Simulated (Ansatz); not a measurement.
## An added Li started as a split pair with a Li atom in rocksalt LiF, 65 atoms, charge 0

All numbers come from Ansatz (PAW, plane waves, no spin–orbit coupling) at the single k point (¼, ¼, ¼) without its symmetry partners. The atoms were relaxed with PBEsol in a fixed cell; other functionals are single points on those atoms unless said otherwise. The valence top and gap of the host come from its small cell on a dense mesh, with the band extrema sought between the mesh points, lined up by the mean potential, PBEsol gap 9.05 eV, HSE06 gap 11.54 eV.

Cell: a = 8.015 Å, b = 8.015 Å, c = 8.015 Å, α = 90.00°, β = 90.00°, γ = 90.00°.

Nearest atoms after relaxation, from the placed atom (for vacancies from the middle of the vacant sites): F at 1.76 Å, F at 1.76 Å, F at 1.76 Å, Li at 2.17 Å, Li at 2.25 Å, Li at 2.28 Å, Li at 2.29 Å, F at 2.41 Å.

Chemical potentials μ are those of reference phases of the elements at zero temperature by the same functional (the usual solids, diamond for C, grey Sn, and the molecules H2, N2, O2, F2, Cl2, Br2 and S8).

```tsv
functional	E(defect) − E(host) − Σ nμ + q·E_VBM (eV)	monopole (eV)	alignment (eV)	formation energy at E_F = VBM (eV)	moment (μB)	wall time, shared host
PBEsol	4.58	0.00	0.00	4.58	1.0	81 s on 7 threads of Neoverse-V2 (relaxation)
HSE06	4.83	0.00	0.00	4.83	1.0	3.3 min on 7 threads of Neoverse-V2
```

HSE06 one-electron levels near the gap (the ten most localised at most), from the host's valence top:

```csv
level (eV),spin,filling,atoms sharing it,element of the atom with most weight
9.54,up,1.00,7.7,Li
11.78,down,0.00,20.1,spread
```

All elements are taken at their own reference at once; growth conditions in equilibrium with the host shift these energies, by up to the host's formation enthalpy.

One k point and a cell of this size can leave errors of several tenths of an eV in such numbers.
